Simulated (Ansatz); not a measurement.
**Fe: equation of state**

How stiff is Fe, and at what volume does the pressure vanish? The cell is scaled evenly, atoms carried along, and solved with LAPW, PAW and all-electron datasets made for the crystal.

This is Fe in the simple cubic structure; at room conditions it is bcc.

Program: Ansatz 0.2.0. Level of theory: DFT PBE, scalar-relativistic. These are calculated values, not measurements.

1 further run of the same task is left out (set aside as unsound or not needed).

**1. The starting structure**

Symmetry: Pm-3m, No. 221, cubic system. The conventional cell has a = 2.368 Å, b = 2.368 Å, c = 2.368 Å, α = 90.00°, β = 90.00°, γ = 90.00°. Around Fe (site symmetry m-3m) lie 6 Fe at 2.37 Å.

As a file:

```xyz
1
Lattice="2.3678 0.0000 0.0000 0.0000 2.3678 0.0000 0.0000 0.0000 2.3678" Properties=species:S:1:pos:R:3 pbc="T T T"
Fe    0.0000    0.0000    0.0000
```

The structure (sc type) was typed from a prototype and relaxed by PAW; whether it is the ground state wasn't tested.

**2. Volume × 0.9405, LAPW**

Contents of input.yaml:

```yaml
crystal:
  lattice:
    - [2.3199158621, 0.0, 0.0]
    - [0.0, 2.3199158621, 0.0]
    - [0.0, 0.0, 2.3199158621]
  atoms:
    - { symbol: Fe, position: [0.0, 0.0, 0.0], spin: 3.0 }
magnetization:
  spin_polarized: true
kpoints:
  mp_grid: { grid: [18, 18, 18] }
scf:
  occupations: { method: fermi_dirac, width: 0.03 }
hamiltonian:
  xc: pbe
  pseudopotentials: { kind: all_electron, lapw: { basis_error: 0.0005 } }
output:
  forces: true
  stress: true
  eigenvalues: true
```

**3. Volume × 0.9405, PAW**

Changes to input.yaml since step 2:

```diff
@@ -15,3 +15,3 @@
   xc: pbe
-  pseudopotentials: { kind: all_electron, lapw: { basis_error: 0.0005 } }
+  pseudopotentials: { kind: paw }
 output:
@@ -20 +20,2 @@
   eigenvalues: true
+  efg: { contact_densities: true }
```

**4. Volume × 0.9405, crystal datasets**

Changes to input.yaml since step 3:

```diff
@@ -15,3 +15,3 @@
   xc: pbe
-  pseudopotentials: { kind: paw }
+  pseudopotentials: { kind: all_electron, datasets: crystal }
 output:
```

**5. Volume × 0.98, LAPW**

Contents of input.yaml:

```yaml
crystal:
  lattice:
    - [2.3519495022, 0.0, 0.0]
    - [0.0, 2.3519495022, 0.0]
    - [0.0, 0.0, 2.3519495022]
  atoms:
    - { symbol: Fe, position: [0.0, 0.0, 0.0], spin: 3.0 }
magnetization:
  spin_polarized: true
kpoints:
  mp_grid: { grid: [18, 18, 18] }
scf:
  occupations: { method: fermi_dirac, width: 0.03 }
hamiltonian:
  xc: pbe
  pseudopotentials: { kind: all_electron, lapw: { basis_error: 0.0005 } }
output:
  forces: true
  stress: true
  eigenvalues: true
```

**6. Volume × 0.98, PAW**

Changes to input.yaml since step 5:

```diff
@@ -15,3 +15,3 @@
   xc: pbe
-  pseudopotentials: { kind: all_electron, lapw: { basis_error: 0.0005 } }
+  pseudopotentials: { kind: paw }
 output:
@@ -20 +20,2 @@
   eigenvalues: true
+  efg: { contact_densities: true }
```

**7. Volume × 1.02, LAPW**

Contents of input.yaml:

```yaml
crystal:
  lattice:
    - [2.3835230617, 0.0, 0.0]
    - [0.0, 2.3835230617, 0.0]
    - [0.0, 0.0, 2.3835230617]
  atoms:
    - { symbol: Fe, position: [0.0, 0.0, 0.0], spin: 3.0 }
magnetization:
  spin_polarized: true
kpoints:
  mp_grid: { grid: [18, 18, 18] }
scf:
  occupations: { method: fermi_dirac, width: 0.03 }
hamiltonian:
  xc: pbe
  pseudopotentials: { kind: all_electron, lapw: { basis_error: 0.0005 } }
output:
  forces: true
  stress: true
  eigenvalues: true
```

**8. Volume × 1.02, PAW**

Changes to input.yaml since step 7:

```diff
@@ -15,3 +15,3 @@
   xc: pbe
-  pseudopotentials: { kind: all_electron, lapw: { basis_error: 0.0005 } }
+  pseudopotentials: { kind: paw }
 output:
@@ -20 +20,2 @@
   eigenvalues: true
+  efg: { contact_densities: true }
```

**9. Volume × 1.06, LAPW**

Contents of input.yaml:

```yaml
crystal:
  lattice:
    - [2.4142815905, 0.0, 0.0]
    - [0.0, 2.4142815905, 0.0]
    - [0.0, 0.0, 2.4142815905]
  atoms:
    - { symbol: Fe, position: [0.0, 0.0, 0.0], spin: 3.0 }
magnetization:
  spin_polarized: true
kpoints:
  mp_grid: { grid: [18, 18, 18] }
scf:
  occupations: { method: fermi_dirac, width: 0.03 }
hamiltonian:
  xc: pbe
  pseudopotentials: { kind: all_electron, lapw: { basis_error: 0.0005 } }
output:
  forces: true
  stress: true
  eigenvalues: true
```

**10. Volume × 1.06, PAW**

Changes to input.yaml since step 9:

```diff
@@ -15,3 +15,3 @@
   xc: pbe
-  pseudopotentials: { kind: all_electron, lapw: { basis_error: 0.0005 } }
+  pseudopotentials: { kind: paw }
 output:
@@ -20 +20,2 @@
   eigenvalues: true
+  efg: { contact_densities: true }
```

**11. Volume × 1.06, crystal datasets**

Changes to input.yaml since step 10:

```diff
@@ -15,3 +15,3 @@
   xc: pbe
-  pseudopotentials: { kind: paw }
+  pseudopotentials: { kind: all_electron, datasets: crystal }
 output:
```

(Steps that only read results are left out.)

Q: Predict the outcome of this session. Wanted: equilibrium volume; bulk modulus (for each run or level that gives them).

The runs gave:

```
                      quantity           value
     equilibrium volume (LAPW)  13.264 Å³/atom
           bulk modulus (LAPW)         134 GPa
its pressure derivative (LAPW)             7.5
      equilibrium volume (PAW)  13.281 Å³/atom
            bulk modulus (PAW)         131 GPa
 its pressure derivative (PAW)             7.5
```

By LAPW, the pressure vanishes at 13.26 Å³/atom (less than 0.1 % from the starting cell) and the bulk modulus there is 134 GPa (Birch-Murnaghan, third order). PAW's volume lies +0.13 % and its modulus -2.1 % from LAPW's. The moment on Fe goes from 2.31 to 2.52 μB as the cell expands. No thermal or zero-point expansion is included. The magnetic state is the one reached from the start moments in this cell; it needn't be the ground state.
